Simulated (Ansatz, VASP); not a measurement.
# Cross-check of Al96CN95 (C_N) between VASP and Ansatz

One calculation is typed for both programs; each brings its own data sets. How far apart do they land? The cell is taken from a series of runs on this material, whose earlier steps may have relaxed, scaled, displaced or heated it; both programs get it as it stands.

Calculated with Ansatz 0.2.0; plane waves, with VASP 6.6.1 beside it; single point at LDA.

### Step 1. The structure

The cell holds 192 atoms: 96 Al, 95 N and 1 C. Its edges and angles: a = 12.355 Å, b = 12.355 Å, c = 14.830 Å, α = 90.0°, β = 90.0°, γ = 120.0°. It derives from AlN (AlN (P6_3mc)). Nearest the centre at fractional (0.333, 0.167, 0.460): C192 at 0.05 Å, Al26 at 1.92 Å, Al3 at 1.92 Å, Al27 at 1.92 Å, Al33 at 1.94 Å, Al28 at 3.01 Å, N127 at 3.03 Å, N123 at 3.06 Å.

### Step 2. Ansatz: single point, LDA

Ansatz runs on norm-conserving files, of PseudoDojo where its log says so.

A single point gives forces, pressure and levels at one fixed geometry, so differences don't come from the geometry; what else differs is listed under the comparison.

Input file input.yaml:

```yaml
crystal:
  lattice:
    - [12.35508456, 0.0, 0.0]
    - [-6.17754228, 10.6998171, 0.0]
    - [0.0, 0.0, 14.82981436]
  atoms:
    - { symbol: Al, position: [0.16585037191, 0.08258987221, 0.16460482912] }
    - { symbol: Al, position: [0.08277996934, 0.16636024065, 0.33211222185] }
    - { symbol: "N", position: [0.08315530057, 0.16662213534, 0.12592690534] }
    - { symbol: "N", position: [0.164526258, 0.08176245311, 0.29147663245] }
    - { symbol: Al, position: [0.16182815331, 0.08298113674, 0.49790909208] }
    - { symbol: Al, position: [0.08326005094, 0.16746297214, 0.66573351775] }
    - { symbol: "N", position: [0.07996800264, 0.16721937178, 0.45922954307] }
    - { symbol: "N", position: [0.16556227777, 0.08335820836, 0.62658670694] }
    - { symbol: Al, position: [0.16728373822, 0.08384188506, 0.83158186604] }
    - { symbol: Al, position: [0.0833672209, 0.1666934199, 0.99863168294] }
    - { symbol: "N", position: [0.08347213473, 0.1671382569, 0.7931717696] }
    - { symbol: "N", position: [0.16675904915, 0.08336615648, 0.95926951321] }
    - { symbol: Al, position: [0.16669245702, 0.33310695615, 0.16576116043] }
    - { symbol: Al, position: [0.08344780981, 0.41659016601, 0.33254158281] }
    - { symbol: "N", position: [0.08340370956, 0.41656627825, 0.1265188052] }
    - { symbol: "N", position: [0.16678480411, 0.33316640336, 0.29317849263] }
    - { symbol: Al, position: [0.1670839904, 0.33365510834, 0.49898279067] }
    - { symbol: Al, position: [0.08357778805, 0.4171957814, 0.66556761034] }
    - { symbol: "N", position: [0.08361810493, 0.41726049344, 0.45988241295] }
    - { symbol: "N", position: [0.16708330594, 0.33399124174, 0.62660289706] }
    - { symbol: Al, position: [0.16669870669, 0.33376661037, 0.83251709542] }
    - { symbol: Al, position: [0.0834158418, 0.41676098465, 0.99915809407] }
    - { symbol: "N", position: [0.08347807405, 0.41705620902, 0.79305742923] }
    - { symbol: "N", position: [0.16667157788, 0.33344855146, 0.95986229516] }
    - { symbol: Al, position: [0.16669837764, 0.58320835039, 0.16579811137] }
    - { symbol: Al, position: [0.08342312274, 0.66668254286, 0.33248594831] }
    - { symbol: "N", position: [0.08331311573, 0.66646103814, 0.12638263436] }
    - { symbol: "N", position: [0.16672328452, 0.58325518863, 0.29315089103] }
    - { symbol: Al, position: [0.16695733466, 0.58389005374, 0.49894341178] }
    - { symbol: Al, position: [0.08369362728, 0.66724495643, 0.66542167561] }
    - { symbol: "N", position: [0.0837991492, 0.66743491445, 0.45982866086] }
    - { symbol: "N", position: [0.16702971085, 0.58390194862, 0.62645054036] }
    - { symbol: Al, position: [0.16679955006, 0.58363784103, 0.83235158722] }
    - { symbol: Al, position: [0.08342854991, 0.66670116156, 0.9990010509] }
    - { symbol: "N", position: [0.0835546689, 0.66696233684, 0.7929120146] }
    - { symbol: "N", position: [0.16673277195, 0.58337979038, 0.95976552683] }
    - { symbol: Al, position: [0.16666433676, 0.83317277267, 0.16549205258] }
    - { symbol: Al, position: [0.08245054234, 0.91589000245, 0.33219551066] }
    - { symbol: "N", position: [0.08297407104, 0.91596069499, 0.12576439576] }
    - { symbol: "N", position: [0.16672218903, 0.83328728296, 0.29294376922] }
    - { symbol: Al, position: [0.16747723983, 0.8348299108, 0.49858991254] }
    - { symbol: Al, position: [0.08343103311, 0.91686711808, 0.66544212767] }
    - { symbol: "N", position: [0.08113914917, 0.91530648232, 0.45943704771] }
    - { symbol: "N", position: [0.16703837682, 0.83395731103, 0.62618057864] }
    - { symbol: Al, position: [0.16685313602, 0.83356235744, 0.83201451338] }
    - { symbol: Al, position: [0.08336396652, 0.91657857382, 0.99847446149] }
    - { symbol: "N", position: [0.08348375092, 0.91688166228, 0.79293267371] }
    - { symbol: "N", position: [0.1667076191, 0.8332581012, 0.95939206821] }
    - { symbol: Al, position: [0.41691833921, 0.08258245783, 0.16458798454] }
    - { symbol: Al, position: [0.33118460706, 0.16208157426, 0.3304984511] }
    - { symbol: "N", position: [0.33305554465, 0.1659340441, 0.12607503202] }
    - { symbol: "N", position: [0.41745330802, 0.08174026275, 0.29144782899] }
    - { symbol: Al, position: [0.42132719435, 0.08302481343, 0.49780194627] }
    - { symbol: Al, position: [0.33397616183, 0.16787883614, 0.66287620402] }
    - { symbol: C, position: [0.33431601138, 0.16865115188, 0.46305983719] }
    - { symbol: "N", position: [0.4178903446, 0.08340612193, 0.62648857889] }
    - { symbol: Al, position: [0.41669405602, 0.08384818928, 0.83159044209] }
    - { symbol: Al, position: [0.33337675488, 0.16660166412, 0.99853152582] }
    - { symbol: "N", position: [0.33353290319, 0.16692708569, 0.79171856251] }
    - { symbol: "N", position: [0.41676268589, 0.08336512591, 0.95927215111] }
    - { symbol: Al, position: [0.41627323627, 0.3323753765, 0.16559198329] }
    - { symbol: Al, position: [0.33321772956, 0.41590239226, 0.33338951945] }
[... 12 lines left out ...]
    - { symbol: Al, position: [0.3334867204, 0.66621342577, 0.33232384682] }
    - { symbol: "N", position: [0.33330742401, 0.66622775257, 0.12641499092] }
    - { symbol: "N", position: [0.41657804844, 0.58250347316, 0.29313244888] }
    - { symbol: Al, position: [0.41717304011, 0.58479422243, 0.49952654663] }
    - { symbol: Al, position: [0.33354939231, 0.66733356559, 0.6659518034] }
    - { symbol: "N", position: [0.33356369041, 0.66702541879, 0.45969381732] }
    - { symbol: "N", position: [0.41716272096, 0.5846108597, 0.62694041882] }
    - { symbol: Al, position: [0.41690925459, 0.58387083845, 0.83275534939] }
    - { symbol: Al, position: [0.33337769205, 0.66664482657, 0.99908200395] }
    - { symbol: "N", position: [0.33348816111, 0.66705038751, 0.79331898707] }
    - { symbol: "N", position: [0.41681066378, 0.58342150078, 0.96006682604] }
    - { symbol: Al, position: [0.41672765282, 0.83295915423, 0.16546972237] }
    - { symbol: Al, position: [0.3335963148, 0.91587314123, 0.3321640129] }
    - { symbol: "N", position: [0.33314495021, 0.91594963652, 0.12576207947] }
    - { symbol: "N", position: [0.41688675526, 0.83262115914, 0.29272684979] }
    - { symbol: Al, position: [0.41730381811, 0.83304058518, 0.49909623679] }
    - { symbol: Al, position: [0.33355449666, 0.91688957228, 0.6654081107] }
    - { symbol: "N", position: [0.33430204975, 0.91533600757, 0.45941150608] }
    - { symbol: "N", position: [0.41712420148, 0.83371968321, 0.62653065511] }
    - { symbol: Al, position: [0.41689408538, 0.83367738242, 0.83228646428] }
    - { symbol: Al, position: [0.33336636626, 0.91657357658, 0.99847792295] }
    - { symbol: "N", position: [0.33354607142, 0.91690574086, 0.79290489144] }
    - { symbol: "N", position: [0.41679493077, 0.83329068518, 0.95962410943] }
    - { symbol: Al, position: [0.66677897029, 0.08312598199, 0.16540838893] }
    - { symbol: Al, position: [0.58378708721, 0.16637351368, 0.33207912777] }
    - { symbol: "N", position: [0.58364786411, 0.16663024366, 0.12592015901] }
    - { symbol: "N", position: [0.66693966774, 0.08297153097, 0.29259464596] }
    - { symbol: Al, position: [0.66810846838, 0.08341204598, 0.49909535896] }
    - { symbol: Al, position: [0.58432159077, 0.16748514408, 0.66570216454] }
    - { symbol: "N", position: [0.58741529682, 0.16725130942, 0.45920251725] }
    - { symbol: "N", position: [0.6672201271, 0.08366645766, 0.6265850475] }
    - { symbol: Al, position: [0.66689969416, 0.08358175391, 0.83229641223] }
    - { symbol: Al, position: [0.58348693403, 0.16669859444, 0.99862980853] }
    - { symbol: "N", position: [0.58378446352, 0.1671336027, 0.79314320583] }
    - { symbol: "N", position: [0.6668207736, 0.08334949016, 0.95961949819] }
    - { symbol: Al, position: [0.66658814568, 0.33311706792, 0.16575302898] }
    - { symbol: Al, position: [0.58287439865, 0.41592317021, 0.33339090338] }
    - { symbol: "N", position: [0.5829206089, 0.41612346286, 0.12641458269] }
    - { symbol: "N", position: [0.66656754809, 0.33318244853, 0.29316988927] }
    - { symbol: Al, position: [0.666761795, 0.33368936729, 0.49897400019] }
    - { symbol: Al, position: [0.5848567403, 0.4182452911, 0.66672253062] }
    - { symbol: "N", position: [0.58565284545, 0.4195108608, 0.46046183261] }
    - { symbol: "N", position: [0.66706108888, 0.33400820432, 0.62659262535] }
    - { symbol: Al, position: [0.66721185147, 0.33376628575, 0.83250768687] }
    - { symbol: Al, position: [0.58319256634, 0.41651438124, 0.99881731983] }
    - { symbol: "N", position: [0.58432118454, 0.41742539989, 0.79392107044] }
    - { symbol: "N", position: [0.66693172865, 0.33344755895, 0.95985275839] }
    - { symbol: Al, position: [0.6663801313, 0.58284746248, 0.16582344193] }
    - { symbol: Al, position: [0.58321844653, 0.6662724651, 0.33250117198] }
    - { symbol: "N", position: [0.58328051723, 0.66640406109, 0.12651062662] }
    - { symbol: "N", position: [0.66610042844, 0.58251802504, 0.29312974426] }
    - { symbol: Al, position: [0.66779065949, 0.5848072913, 0.49952664081] }
    - { symbol: Al, position: [0.58371760769, 0.66729861367, 0.66608110723] }
    - { symbol: "N", position: [0.58370609672, 0.66726136736, 0.45999833121] }
    - { symbol: "N", position: [0.66758270124, 0.58461108328, 0.62694276263] }
    - { symbol: Al, position: [0.66710387628, 0.58387155048, 0.83275680739] }
    - { symbol: Al, position: [0.58344357527, 0.66673733687, 0.99921590438] }
    - { symbol: "N", position: [0.5835653625, 0.66698868727, 0.79346622987] }
    - { symbol: "N", position: [0.66676247773, 0.58342345861, 0.96006835831] }
    - { symbol: Al, position: [0.66662181019, 0.83308419291, 0.1656634521] }
    - { symbol: Al, position: [0.58347040477, 0.91648930016, 0.33220152011] }
    - { symbol: "N", position: [0.5833738228, 0.91645166758, 0.12618124448] }
    - { symbol: "N", position: [0.66653086757, 0.83289829738, 0.29299515982] }
    - { symbol: Al, position: [0.66684597093, 0.83355392777, 0.49915151845] }
    - { symbol: Al, position: [0.58367030442, 0.91710682972, 0.6658022182] }
    - { symbol: "N", position: [0.58383421702, 0.91678125448, 0.45972311611] }
    - { symbol: "N", position: [0.66697368519, 0.83382600908, 0.62660868552] }
    - { symbol: Al, position: [0.66688066575, 0.83362495623, 0.83245643823] }
    - { symbol: Al, position: [0.58343689229, 0.91668069822, 0.99889019072] }
    - { symbol: "N", position: [0.58357754161, 0.91694763635, 0.79317826799] }
    - { symbol: "N", position: [0.66674359911, 0.83334130506, 0.95977598775] }
    - { symbol: Al, position: [0.91652164913, 0.08312650257, 0.1654154133] }
    - { symbol: Al, position: [0.8333586245, 0.16653027952, 0.33223054366] }
    - { symbol: "N", position: [0.83343320986, 0.16669445928, 0.12617818735] }
    - { symbol: "N", position: [0.91622673927, 0.08297400114, 0.29260304824] }
    - { symbol: Al, position: [0.91544496434, 0.08340213541, 0.49910567551] }
    - { symbol: Al, position: [0.83365624352, 0.16719178835, 0.66585482587] }
    - { symbol: "N", position: [0.8336352357, 0.16712131629, 0.45956942546] }
    - { symbol: "N", position: [0.91654930498, 0.08365847708, 0.62659581179] }
    - { symbol: Al, position: [0.91681240754, 0.08357991939, 0.83230739664] }
    - { symbol: Al, position: [0.83347349602, 0.16679546443, 0.99888920853] }
    - { symbol: "N", position: [0.83359495275, 0.16705914624, 0.79321391619] }
    - { symbol: "N", position: [0.91667594445, 0.08334702477, 0.95962949328] }
    - { symbol: Al, position: [0.91670004181, 0.33323141698, 0.16576065916] }
    - { symbol: Al, position: [0.83332581932, 0.41660064193, 0.33253842106] }
    - { symbol: "N", position: [0.83333420441, 0.4165699998, 0.12651534367] }
    - { symbol: "N", position: [0.91673510071, 0.33329670493, 0.29312412028] }
    - { symbol: Al, position: [0.91692965774, 0.33368990494, 0.49888224193] }
    - { symbol: Al, position: [0.83376998644, 0.41720124985, 0.66556643853] }
    - { symbol: "N", position: [0.83382488623, 0.41727087767, 0.45987891811] }
    - { symbol: "N", position: [0.91692836659, 0.33371302059, 0.62641251184] }
    - { symbol: Al, position: [0.91693431266, 0.33372166005, 0.83235891496] }
    - { symbol: Al, position: [0.83350154187, 0.41676121307, 0.9991546609] }
    - { symbol: "N", position: [0.83372348613, 0.41705561657, 0.79305546089] }
    - { symbol: "N", position: [0.91683191999, 0.33350923292, 0.95975722771] }
    - { symbol: Al, position: [0.91667536661, 0.58321233629, 0.16579799652] }
    - { symbol: Al, position: [0.83290037683, 0.66622800558, 0.33232659159] }
    - { symbol: "N", position: [0.83308662893, 0.66623317066, 0.12641850918] }
    - { symbol: "N", position: [0.91669915438, 0.58326217279, 0.29315059752] }
    - { symbol: Al, position: [0.91709098879, 0.58390138952, 0.49894287843] }
    - { symbol: Al, position: [0.83391640986, 0.6673255443, 0.66595800041] }
    - { symbol: "N", position: [0.83361707054, 0.66702640681, 0.45969459493] }
    - { symbol: "N", position: [0.91701459351, 0.58390512095, 0.62645097069] }
    - { symbol: Al, position: [0.91698464674, 0.58363850548, 0.83235320893] }
    - { symbol: Al, position: [0.83341925889, 0.66664424008, 0.99908559565] }
    - { symbol: "N", position: [0.83370219889, 0.66704423738, 0.79332447776] }
    - { symbol: "N", position: [0.91680065161, 0.58338112513, 0.95976624144] }
    - { symbol: Al, position: [0.9164000319, 0.83296870634, 0.16547521286] }
    - { symbol: Al, position: [0.83318439386, 0.91648958748, 0.3322081513] }
    - { symbol: "N", position: [0.83323593401, 0.91645205244, 0.12618704297] }
    - { symbol: "N", position: [0.91591492539, 0.83263908266, 0.29273171197] }
    - { symbol: Al, position: [0.91586989771, 0.8330284499, 0.49910742753] }
    - { symbol: Al, position: [0.83355886467, 0.91709967316, 0.66580993389] }
    - { symbol: "N", position: [0.83307663519, 0.91677102449, 0.45972989025] }
    - { symbol: "N", position: [0.91670292726, 0.83370104175, 0.6265432309] }
    - { symbol: Al, position: [0.916914806, 0.83366974573, 0.8322988432] }
    - { symbol: Al, position: [0.83339018901, 0.91667927798, 0.99889660912] }
    - { symbol: "N", position: [0.83350613782, 0.91694462608, 0.79318665148] }
    - { symbol: "N", position: [0.91664235542, 0.83328987234, 0.95963599858] }
  symmetry: { detect: false }
basis:
  xc_grid: 2
  ecutwfc: 820
hamiltonian:
  xc: lda
  pseudopotentials: { kind: nc }
kpoints:
  mp_grid: { grid: [1, 1, 1] }
magnetization:
  spin_polarized: true
  initial_magnetization: 1
  spin_locking: { lock_magnetization: hard }
scf:
  occupations: { method: fermi_dirac, width: 0.01 }
  max_iter: 120
  lower_state_search: "off"
  n_extra_bands: 102
  convergence: { dr2_threshold: "1.0e-12 eV" }
output:
  orbitals: { bands: [v30, c30], seedname: "../cc0.nc2" }
checkpoint:
  read: "../cc0.nc0.run"
  write: "../cc0.nc2.run"
  compress: false
  write_wavefunctions: false
  write_every: 100000
```

Launch:

```console
ansatz run input.yaml --threads 4 --pin off --max-ram 14131MiB --backend cpu --events-out ev --progress --plain --runs-dir out
```

The program printed:

```text
Warning: basis.ecutwfc = 820 eV is below the records' recommended 1142.878222 eV, and the density's cutoff is lower with it unless basis.ecutrho_ratio is high enough to keep the records' density cutoff: compare with a run at a higher cutoff
Warning: the band count 486 (scf.n_extra_bands) hosts the net moment |M| = 1.0000 μB (N_el = 767) but caps the reachable moment at 2·n_bands − N_el = 205.0000 μB, below the 576 bands that the automatic rule leaves for it — a moment growing past the seed, or the majority channel's smearing tail, pins there with fewer empty majority states than that count leaves; raise or omit scf.n_extra_bands unless the cap is intended
Warning: checkpoint.read: the run can stay near the saved state's solution: 192 site(s) moved relative to the saved geometry (max |Δs| = 9.558e-4 fractional); the SCF starts from the saved state under `checkpoint.density_extrapolation: transplant`, in force with no word given; its orbitals are not used off its sites. A run without `checkpoint.read` takes nothing of the state. A lower free energy from it at the same positions (and U, V and field ramp, if any), with starting moments typed, shows a solution that this start missed, and an equal or higher one rules none out (checkpoint.read, Limitations, in the input reference)
scf.n_extra_bands = 102 over 384 filled bands (N_el = 767.0): the run solves 486 bands
Engine: ansatz 0.2.0, aarch64-unknown-linux-gnu
Pseudopotentials: kind: nc
Pseudopotential: Al, nc, valence charge 3, recommended cutoff 598.650497 eV (normal), Al.nc.azcp (PseudoDojo's, or run here from an input of PseudoDojo's: the run reads no file of this project's for it)
Pseudopotential: N, nc, valence charge 5, recommended cutoff 1142.878222 eV (normal), N.nc.azcp (PseudoDojo's, or run here from an input of PseudoDojo's: the run reads no file of this project's for it)
Pseudopotential: C, nc, valence charge 4, recommended cutoff 1115.666836 eV (normal), C.nc.azcp (PseudoDojo's, or run here from an input of PseudoDojo's: the run reads no file of this project's for it)
Functional definition: SPW92
  exchange = slater_x
  correlation = pw_c
Crystal: 192 atoms, lattice volume = 1960.459 Å³
Basis set: ecut = 820 eV, 104421 PW (Γ), exchange–correlation on 240×240×288 points (8 copies of the dense FFT grid, shifted against one another)
Bands: 486, of which v1, the nominal top of the filled ones, is band 384 counted from 1 (383 counted from 0)
Symmetry: 1 space group operations
k-points: 1
Non-local potential: Al, projectors of the file, l = 0: 2, l = 1: 2, l = 2: 2
Non-local potential: N, projectors of the file, l = 0: 2, l = 1: 2
Non-local potential: C, projectors of the file, l = 0: 2, l = 1: 2
Initial density: read from a saved state, or passed on in memory by an earlier SCF of this step, an earlier step, the calling program or the single point that the run made first, carried with its atoms to this geometry
Starting moments: Σ|m| = 1 μB on 192 of 192 sites; this step starts from the density that it was given
Initial wavefunctions: pseudopotential atomic-orbital guess
Functional: x = slater, c = lda
iter 1 solved again at ethr=1.09e-6 eV; its pass at ethr=3.10e-3 eV (dr2=8.34e-3 eV) is discarded
SCF iter   1: F=—  HF=-33420.382834 eV  |F-HF|=—  |Δ(HF+E_count)|=         —  Δρ=3.84e-4 (↑2.65e-4 ↓3.84e-4)  dr2=8.14e-3  dr2_m=3.18e-4  M=1.000 μB ∫|m|=1.084 μB  β_m=0.30  ethr=1.09e-6  ⟨swp⟩=7.0  Hψ=8161  notcnv=0
preconditioner: auto → Resta (q_TF=auto, 2.333 Å⁻¹)  ε∞=4.9  [insulator: Δε(μ)=0.208 eV  Ē_g=11.756 eV  σ=0.010 eV  W_gap=1.00  n_scr=424 (ndim 8)  ℏωp=23.2 eV  f_vac=0.000  D(μ)=0.01/eV (n_scr^D=0)  ε∞_Penn≈4.9]
spin=Collinear: Resta preconditioning applied to the charge; magnetization (m = ρ↑ − ρ↓) channel mixes plain (no charge-response kernel on spin).
SCF iter   2: F=—  HF=-33420.381427 eV  |F-HF|=—  |Δ(HF+E_count)|=   1.41e-3  Δρ=2.26e-4 (↑1.65e-4 ↓2.26e-4)  dr2=2.63e-3  dr2_m=1.38e-4  M=1.000 μB ∫|m|=1.085 μB  β_m=0.49  ethr=1.06e-6  ⟨swp⟩=3.0  Hψ=1555  notcnv=0
SCF iter   3: F=—  HF=-33420.380772 eV  |F-HF|=—  |Δ(HF+E_count)|=   6.55e-4  Δρ=7.11e-5 (↑5.61e-5 ↓7.11e-5)  dr2=2.23e-4  dr2_m=2.19e-5  M=1.000 μB ∫|m|=1.086 μB  β_m=0.63  ethr=3.43e-7  ⟨swp⟩=3.0  Hψ=1556  notcnv=0
SCF iter   4: F=—  HF=-33420.380704 eV  |F-HF|=—  |Δ(HF+E_count)|=   6.81e-5  Δρ=1.39e-5 (↑1.39e-5 ↓1.36e-5)  dr2=1.06e-5  dr2_m=7.50e-7  M=1.000 μB ∫|m|=1.086 μB  β_m=0.69  ethr=2.91e-8  ⟨swp⟩=2.5  Hψ=1550  notcnv=0
SCF iter   5: F=—  HF=-33420.380088 eV  |F-HF|=—  |Δ(HF+E_count)|=   6.16e-4  Δρ=6.53e-6 (↑5.43e-6 ↓6.53e-6)  dr2=2.51e-6  dr2_m=1.19e-7  M=1.000 μB ∫|m|=1.086 μB  β_m=0.68  ethr=1.38e-9  ⟨swp⟩=2.5  Hψ=1740  notcnv=0
SCF iter   6: F=—  HF=-33420.380087 eV  |F-HF|=—  |Δ(HF+E_count)|=   4.64e-7  Δρ=2.26e-6 (↑1.27e-6 ↓2.26e-6)  dr2=1.53e-7  dr2_m=1.74e-8  M=1.000 μB ∫|m|=1.086 μB  β_m=0.78  ethr=3.27e-10  ⟨swp⟩=3.0  Hψ=1655  notcnv=0
[...]
k-point 0 ↓: bands = [... 380 lower, 7.0318, 7.4060, 7.4112, 7.6198, 11.5342, 11.9893, 12.0045, 12.0068, ... 98 higher]
```

(Continued in part 2 of 2.)

[Lines on the potential files, build, host, timing and source positions are cut from VASP's logs without a mark.]

[Logs are printed without paths, hosts, clocks, repeated set-up lines and the standing remarks that a program may print on its own settings, such as how far it seeks lower states.]

[Hosts, paths, dates, database ids (printed as entryN), source tags and the programs' standing remarks are cut or masked in the printed files.]
